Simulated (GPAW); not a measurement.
# KBr (Fm-3m) in GPAW: settings compared

Aim: see how the results for KBr move with the level of theory and the settings. Levels: PBEsol, RPBE, revPBE, BLYP. Tasks: band structure.

Everything below comes from runs of GPAW 26.7.0. Logs are shortened: lines on timing, memory, paths and dates and some standing lists are left out, and cuts for length are marked. The log counts tension as positive stress, the text compression.

## Step 1: The crystal as given

It takes space group Fm-3m (No. 225, cubic). Conventional cell: a = 6.600 Å, b = 6.600 Å, c = 6.600 Å, α = 90.00°, β = 90.00°, γ = 90.00°. Br (site symmetry m-3m) has 6 K at 3.30 Å as nearest neighbours. K (site symmetry m-3m) is surrounded by 6 Br at 3.30 Å.

## Step 2: Band structure, PBEsol, spin-orbit coupling, no magnetisation

Input file run.py:

```python
import numpy as np
from ase.dft.bandgap import bandgap
from ase.io import read, write
from ase.units import Bohr, GPa
from gpaw import GPAW, PW, setup_paths
from gpaw.elf import elf_from_dft_calculation
from gpaw.spinorbit import soc_eigenstates

setup_paths.insert(0, '.')

atoms = read('POSCAR')

calc = GPAW(mode=PW(600),
            xc='PBEsol',
            kpts={'size': (5, 5, 5), 'gamma': True},
            occupations={'name': 'fermi-dirac', 'width': 0.05},
            nbands=16,
            convergence={'density': 1e-05, 'energy': 1e-05},
            maxiter=150,
            txt='gpaw.txt')
atoms.calc = calc
energy = atoms.get_potential_energy()
forces = atoms.get_forces()
stress = atoms.get_stress()
calc.write('gs.gpw')
write('result.traj', atoms)
print(f'Energy: {energy:.6f} eV')
print('Forces (eV/A):')
print(forces.round(4))
print('Stress (GPa):', (stress / GPa).round(3))
print('Fermi level:', round(calc.get_fermi_level(), 4), 'eV')
print(f'Gap: {bandgap(calc)[0]:.4f} eV, direct: {bandgap(calc, direct=True)[0]:.4f} eV')

# fields on the real-space grid
write('density.cube', atoms, data=calc.get_pseudo_density() * Bohr**3)
write('potential.cube', atoms, data=calc.get_electrostatic_potential())
write('elf.cube', atoms, data=elf_from_dft_calculation(calc).data)

path = atoms.cell.bandpath('GXWKGLUWLK,UX', npoints=100, eps=1e-4)
bs_calc = calc.fixed_density(kpts=path, symmetry='off', nbands=30,
                             convergence={'bands': 'CBM+6.0', 'eigenstates': 1e-6}, txt='bands.txt')
bs = bs_calc.band_structure()
bs.write('bs.json')
print(f'Gap on the path: {bandgap(bs_calc)[0]:.4f} eV')

soc = soc_eigenstates(bs_calc, theta=54.7, phi=45)
np.savetxt('soc_bands.dat', soc.eigenvalues(), fmt='%.4f')
mesh = soc_eigenstates('gs.gpw', theta=54.7, phi=45)
np.savetxt('soc_mesh.dat', mesh.eigenvalues(), fmt='%.4f')
print('Fermi level with spin-orbit coupling:', round(mesh.fermi_level, 4), 'eV')
```

Input file POSCAR:

```
KBr
1.0
    0.0000000000      3.3000000000      3.3000000000
    3.3000000000      0.0000000000      3.3000000000
    3.3000000000      3.3000000000      0.0000000000
Br K
1 1
Direct
    0.5000000000      0.5000000000      0.5000000000
    0.0000000000      0.0000000000      0.0000000000
```

Potentials or basis: PAW data sets generated in the run's folder for this functional, pw.

Command:

```console
$ gpaw-setup -f PBEsol Br K
$ OMP_NUM_THREADS=1 python run.py
```

gpaw.txt:

```text
__  _  _
 | _ |_)|_||  |
 |__||  | ||/\| - 26.7.0

Input parameters:
  mode=PW(ecut=600.0),
  convergence={'density': 1e-05, 'energy': 1e-05},
  kpts=MonkhorstPack(size=(5, 5, 5), gamma=True),
  maxiter=150,
  nbands=16,
  occupations=Occupations(name='fermi-dirac', width=0.05),
  xc=XC(name='PBEsol')

Diagonalizing LCAO Hamiltonian
Converting LCAO to pw mode

                 Br

       K

Atoms  # Å, Bohr magnetons
|   | symbol |        x |        y |        z |    initial magnetic moments |
|---|--------|----------|----------|----------|-----------------------------|
| 0 |     Br | 3.300000 | 3.300000 | 3.300000 | ( 0.0000,  0.0000,  0.0000) |
| 1 |      K | 0.000000 | 0.000000 | 0.000000 | ( 0.0000,  0.0000,  0.0000) |

Unit cell  # Å
| periodic |        x |        y |        z |  lengths |    angles |
|----------|----------|----------|----------|----------|-----------|
|      yes | 0.000000 | 3.300000 | 3.300000 | 4.666905 | 60.000000 |
|      yes | 3.300000 | 0.000000 | 3.300000 | 4.666905 | 60.000000 |
|      yes | 3.300000 | 3.300000 | 0.000000 | 4.666905 | 60.000000 |

Number of symmetries: 48
Symmetry operations  # r_c * U_cc + t_c -> r_c
|    | kind |            matrix            |
|----|------|------------------------------|
|  0 |  σ   |  1, 0, 0,  1, 0,-1,  1,-1, 0 |
|  1 |  C2  |  1, 0, 0,  1,-1, 0,  1, 0,-1 |
|  2 |  E   |  1, 0, 0,  0, 1, 0,  0, 0, 1 |
|  3 |  σ   |  1, 0, 0,  0, 0, 1,  0, 1, 0 |
|  4 |  C4  |  1, 0,-1,  1, 0, 0,  1,-1, 0 |
|  5 |  S6  |  1, 0,-1,  1,-1, 0,  1, 0, 0 |
|  6 |  σ   |  1, 0,-1,  0, 1,-1,  0, 0,-1 |
|  7 |  C3  |  1, 0,-1,  0, 0,-1,  0, 1,-1 |
|  8 |  S6  |  1,-1, 0,  1, 0, 0,  1, 0,-1 |
|  9 |  C4  |  1,-1, 0,  1, 0,-1,  1, 0, 0 |
| 10 |  C3  |  1,-1, 0,  0,-1, 1,  0,-1, 0 |
| 11 |  σ   |  1,-1, 0,  0,-1, 0,  0,-1, 1 |
| 12 |  σ   |  0, 1, 0,  1, 0, 0,  0, 0, 1 |
| 13 |  C4  |  0, 1, 0,  0, 1,-1, -1, 1, 0 |
| 14 |  C3  |  0, 1, 0,  0, 0, 1,  1, 0, 0 |
| 15 |  S6  |  0, 1, 0, -1, 1, 0,  0, 1,-1 |
| 16 |  C2  |  0, 1,-1,  1, 0,-1,  0, 0,-1 |
| 17 |  σ   |  0, 1,-1,  0, 1, 0, -1, 1, 0 |
| 18 |  S4  |  0, 1,-1,  0, 0,-1,  1, 0,-1 |
| 19 |  C4  |  0, 1,-1, -1, 1, 0,  0, 1, 0 |
| 20 |  C3  |  0, 0, 1,  1, 0, 0,  0, 1, 0 |
| 21 |  σ   |  0, 0, 1,  0, 1, 0,  1, 0, 0 |
| 22 |  S6  |  0, 0, 1,  0,-1, 1, -1, 0, 1 |
| 23 |  C4  |  0, 0, 1, -1, 0, 1,  0,-1, 1 |
| 24 |  S4  |  0, 0,-1,  1, 0,-1,  0, 1,-1 |
| 25 |  C3  |  0, 0,-1,  0, 1,-1,  1, 0,-1 |
| 26 |  C2  |  0, 0,-1,  0,-1, 0, -1, 0, 0 |
| 27 |  S6  |  0, 0,-1, -1, 0, 0,  0,-1, 0 |
| 28 |  S4  |  0,-1, 1,  1,-1, 0,  0,-1, 0 |
| 29 |  C4  |  0,-1, 1,  0, 0, 1, -1, 0, 1 |
| 30 |  C2  |  0,-1, 1,  0,-1, 0,  1,-1, 0 |
| 31 |  σ   |  0,-1, 1, -1, 0, 1,  0, 0, 1 |
| 32 |  C3  |  0,-1, 0,  1,-1, 0,  0,-1, 1 |
| 33 |  S6  |  0,-1, 0,  0, 0,-1, -1, 0, 0 |
| 34 |  S4  |  0,-1, 0,  0,-1, 1,  1,-1, 0 |
| 35 |  C2  |  0,-1, 0, -1, 0, 0,  0, 0,-1 |
| 36 |  C2  | -1, 1, 0,  0, 1, 0,  0, 1,-1 |
| 37 |  S6  | -1, 1, 0,  0, 1,-1,  0, 1, 0 |
| 38 |  S4  | -1, 1, 0, -1, 0, 1, -1, 0, 0 |
| 39 |  C3  | -1, 1, 0, -1, 0, 0, -1, 0, 1 |
| 40 |  S6  | -1, 0, 1,  0, 0, 1,  0,-1, 1 |
| 41 |  C2  | -1, 0, 1,  0,-1, 1,  0, 0, 1 |
| 42 |  C3  | -1, 0, 1, -1, 1, 0, -1, 0, 0 |
| 43 |  S4  | -1, 0, 1, -1, 0, 0, -1, 1, 0 |
| 44 |  C2  | -1, 0, 0,  0, 0,-1,  0,-1, 0 |
| 45 |  i   | -1, 0, 0,  0,-1, 0,  0, 0,-1 |
| 46 |  σ   | -1, 0, 0, -1, 1, 0, -1, 0, 1 |
| 47 |  C2  | -1, 0, 0, -1, 0, 1, -1, 1, 0 |

BZ-sampling:
  Number of BZ points: 125
  Number of IBZ points: 10

  Monkhorst-Pack size: [5, 5, 5]
  Monkhorst-Pack shift: [0, 0, 0]

K-points  # in reciprocal-cell coordinates
|   |                                coordinates |     weight |
|---|--------------------------------------------|------------|
| 0 | (  0.00000000,   0.00000000,   0.00000000) | 0.00800000 |
| 1 | (  0.20000000,   0.20000000,   0.00000000) | 0.04800000 |
| 2 | (  0.20000000,   0.20000000,   0.20000000) | 0.06400000 |
| 3 | (  0.40000000,   0.20000000,  -0.20000000) | 0.19200000 |
| 4 | (  0.40000000,   0.20000000,   0.20000000) | 0.09600000 |
| 5 | (  0.40000000,   0.40000000,  -0.40000000) | 0.19200000 |
| 6 | (  0.40000000,   0.40000000,  -0.20000000) | 0.09600000 |
| 7 | (  0.40000000,   0.40000000,   0.00000000) | 0.04800000 |
| 8 | (  0.40000000,   0.40000000,   0.20000000) | 0.19200000 |
| 9 | (  0.40000000,   0.40000000,   0.40000000) | 0.06400000 |

Plane wave coefficients: 2421
Cutoff: 600.0 eV

Spin-components: 1 (collinear spins)
Bands:           16
Projectors:      10
Spin-degeneracy: 2
Datatype:        complex128

Parallelization:
  kpt:    1
  domain: 1
  band:   1

Density:
  Valence electrons: 16.0
  Components: 1
  Grid points: [27 27 27]
  Charge: 0.0  # |e|

Potential:
  Grid points: [27 27 27]

species:
  Br:
    name:    Bromine
    Z:       35.0
    valence: 7
    core:    28
    charge:  0.0  # [|e|]
    compensation charges:
      type: gauss
      rc: 0.35  # [Å]
      lmax: 2
    cutoffs:
      filter: 1.98  # [Å]
      core: 2.38  # [Å]
    projectors
    | kind |    occ | energy [eV] | rcut [Å] |
    |------|--------|-------------|----------|
    |   4s |  2.000 |     -20.120 |    1.111 |
    |   4p |  5.000 |      -7.856 |    1.111 |
    |    s |        |       7.091 |    1.111 |
    |    p |        |      19.355 |    1.111 |
    |    d |        |       0.000 |    1.111 |

    Using partial waves for Br as LCAO basis

  K:
    name:    Potassium
    Z:       19.0
    valence: 9
    core:    10
    charge:  0.0  # [|e|]
    compensation charges:
      type: gauss
      rc: 0.35  # [Å]
      lmax: 2
    cutoffs:
      filter: 1.91  # [Å]
      core: 1.27  # [Å]
    projectors
    | kind |    occ | energy [eV] | rcut [Å] |
    |------|--------|-------------|----------|
    |   3s |  2.000 |     -35.262 |    1.122 |
    |   4s |  1.000 |      -2.301 |    1.122 |
    |   3p |  6.000 |     -18.797 |    1.106 |
    |    p |        |       8.414 |    1.106 |
    |    d |        |       0.000 |    0.937 |

    Using partial waves for K as LCAO basis

Reference energy: -87215.782123  # eV

eigensolver:
  PPCG
  Converge bands: occupied
  niter=2

density mixing:
  MSR1-Mixer
  Pratt-step length: 0.05
  Maximum mixing coefficient: 0.75
  Old densities: 10
  SVD Regularization: 0.005
  Good broyden scale: 1.0
  Trust region scale: 1.0
  Backstep threshold: 4.0
  History deletion threshold: 6.0
  Fourier metric: weight=20.0, sigma=0.015

occupation numbers:
  Fermi-Dirac:
    width: 0.0500  # eV

poisson solver:
  ecut: 4800.0  # eV

xc functional:
  name: PBEsol with 2 nearest neighbor stencil

convergence criteria:
- Maximum integral of absolute [dens]ity change: 1e-05 electrons / valence electron
- Maximum [total energy] change in last 3 cyles: 1e-05 eV / valence electron
- Maximum integral of absolute [eigenst]ate change: 4e-08 eV^2 / valence electron
maximum number of iterations: 150

SCF iterations
|iter     | |      energy | eigst |  dens |
|---------|-|-------------|-------|-------|
|iter:   1| |   -6.744561 | -0.26 |       |
|iter:   2| |   -6.724436 | -2.36 | -1.35 |
|iter:   3| |   -6.622312 | -2.15 | -1.38 |
|iter:   4| |   -6.622850 | -3.34 | -1.73 |
|iter:   5| |   -6.624404 | -4.31 | -2.10 |
|iter:   6| |   -6.624556 | -5.52 | -2.76 |
|iter:   7| |   -6.624563c| -6.96 | -3.54 |
|iter:   8| |   -6.624565c| -7.60c| -3.96 |
|iter:   9| |   -6.624565c| -8.47c| -5.10c|

Converged in 9 steps
Energy contributions relative to reference atoms: (reference = -87215.782123)

Energy contributions:
  Kinetic:           3.495918
  Coulomb:          -3.019822
  Zero:             -0.697116
  External:          0.000000
  Xc:               -6.403544
  Entropy:          -0.000000
  Spinorbit:         0.000000
  ----------------------------
  Free energy:      -6.624565
  Extrapolated:     -6.624565

dipole moment: (-24.052619, -24.052619, -24.052619)  # |e|*Ang

Fermi level: 1.511
Eigenvalues  # (at kpt = [0.000, 0.000, 0.000])
| band index |      eig [eV] | occ [0-2] |
|------------|---------------|-----------|
|          0 |       -27.875 |     2.000 |
|          1 |       -12.582 |     2.000 |
|          2 |       -11.452 |     2.000 |
|          3 |       -11.452 |     2.000 |
|          4 |       -11.452 |     2.000 |
|          5 |        -0.287 |     2.000 |
[... 8 lines left out ...]
|         14 |        11.119 |     0.000 |
|         15 |        15.252 |     0.000 |

Gap: 4.288 eV
Transition (v -> c):
  (s=0, k=0, n=7, [0.00, 0.00, 0.00]) -> (s=0, k=0, n=8, [0.00, 0.00, 0.00])
No difference between direct/indirect transitions

Forces  # eV/Ang
|        x |        y |        z |
|----------|----------|----------|
| -0.00000 |  0.00000 |  0.00000 |  # Br   0
|  0.00000 | -0.00000 | -0.00000 |  # K    1

Stress tensor  # eV/Ang^3
|        x |        y |        z |
|----------|----------|----------|
| 0.002165 | 0.000000 | 0.000000 |
| 0.000000 | 0.002165 | 0.000000 |
| 0.000000 | 0.000000 | 0.002165 |

# Writing to gs.gpw (mode='')
```

stdout:

```text
Energy: -6.624565 eV
Forces (eV/A):
[[-0.  0.  0.]
 [ 0. -0. -0.]]
Stress (GPa): [0.347 0.347 0.347 0.    0.    0.   ]
Fermi level: 1.5114 eV
Gap: 4.2878 eV, direct: 4.2878 eV
Gap on the path: 4.2878 eV
Fermi level with spin-orbit coupling: 1.943 eV
```

bands.txt:

```text
Diagonalizing LCAO Hamiltonian
Converting LCAO to pw mode
convergence criteria:
- Maximum integral of absolute [eigenst]ate change: 1e-06 eV^2 / valence electron
maximum number of iterations: 150

SCF iterations
|iter     | |      energy | eigst |  dens |
|---------|-|-------------|-------|-------|
|iter:   1| |             | +0.04 |       |
[... 105 lines left out ...]
         [0.375     , 0.375     , 0.75      ],
         [0.625     , 0.25      , 0.625     ],
         [0.60416667, 0.20833333, 0.60416667],
         [0.58333333, 0.16666667, 0.58333333],
         [0.5625    , 0.125     , 0.5625    ],
         [0.54166667, 0.08333333, 0.54166667],
         [0.52083333, 0.04166667, 0.52083333],
         [0.5       , 0.        , 0.5       ]])),
  maxiter=150,
  nbands=30,
  occupations=Occupations(name='fermi-dirac', width=0.05),
  symmetry=Symmetry(point_group=False, time_reversal=False),
  xc=XC(name='PBEsol')
```

Wall time 70 s (1 thread of Arm Neoverse V2, shared host); peak memory 0.36 GiB.

What came out:

```
Free energy             : -6.6246 eV
Pressure                : -0.3 GPa
Band gap on the k mesh  : 4.12 eV, direct
Band gap along the path : 4.12 eV, direct
```

Levels at the corners of the path, in eV from the valence-band top:
```tsv
point	band 13	band 14	band 15	band 16	band 17	band 18	band 19	band 20
Γ	0.00	0.00	0.00	0.00	4.12	4.12	7.36	7.36
X	-0.54	-0.54	-0.30	-0.30	5.58	5.58	6.93	6.93
W	-0.63	-0.63	-0.59	-0.59	7.08	7.08	7.13	7.13
K	-0.72	-0.72	-0.43	-0.43	6.31	6.31	7.89	7.89
Γ	0.00	0.00	0.00	0.00	4.12	4.12	7.36	7.36
L	-0.62	-0.62	-0.35	-0.35	6.27	6.27	7.95	7.95
U	-0.72	-0.72	-0.43	-0.43	6.31	6.31	7.89	7.89
W	-0.63	-0.63	-0.59	-0.59	7.08	7.08	7.13	7.13
L	-0.62	-0.62	-0.35	-0.35	6.27	6.27	7.95	7.95
K	-0.72	-0.72	-0.43	-0.43	6.31	6.31	7.89	7.89
U	-0.72	-0.72	-0.43	-0.43	6.31	6.31	7.89	7.89
X	-0.54	-0.54	-0.30	-0.30	5.58	5.58	6.93	6.93
```

Caveat: spin-orbit coupling was added after a scalar SCF, so levels and gaps hold it while energy, forces, pressure and moments don't; this program's spin-orbit splittings come out too wide for heavy elements.

(Part 1 of 2 ends here.)
